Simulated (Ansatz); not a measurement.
Input of an Ansatz 0.2.0 run:

File input.yaml:

```yaml
crystal:
  lattice:
    - [0.0, 2.9305, 2.9305]
    - [2.9305, 0.0, 2.9305]
    - [2.9305, 2.9305, 0.0]
  atoms:
    - { symbol: In, position: [0.0, 0.0, 0.0] }
    - { symbol: P, position: [0.75, 0.75, 0.75] }
kpoints:
  mp_grid: { grid: [8, 8, 8] }
scf:
  occupations: { method: fermi_dirac, width: 0.05 }
hamiltonian:
  xc: pbesol
  pseudopotentials: { kind: all_electron, lapw: { basis_error: 0.001 } }
output:
  forces: true
  stress: true
relax:
  f_tol: 0.01
  max_steps: 60
  cell: {}
```

Potentials or basis: all-electron LAPW, scalar-relativistic.

Launch:

```sh
$ ansatz run input.yaml --threads 1 --pin off --max-ram 3072MiB --backend cpu --events-out ev --progress --plain --runs-dir out
```

Estimate the space group after relaxing (to 0.05 Å).

F-43m (No. 216).

Estimate the relaxed volume.

25.39 Å³/atom.

Estimate the band gap on the k mesh.

0.57 eV.

The path:
```tsv
step	energy change (eV)	largest force (eV/Å)	volume (Å³)
1	0.0000	0.0000	50.33
2	-0.0008	0.0000	50.84
3	-0.0008	0.0000	50.78
4	-0.0008	0.0000	50.78
```

Caveat: spin-orbit coupling is left out, which moves the levels of the heavy elements. Zero-point motion and thermal expansion aren't in these numbers.
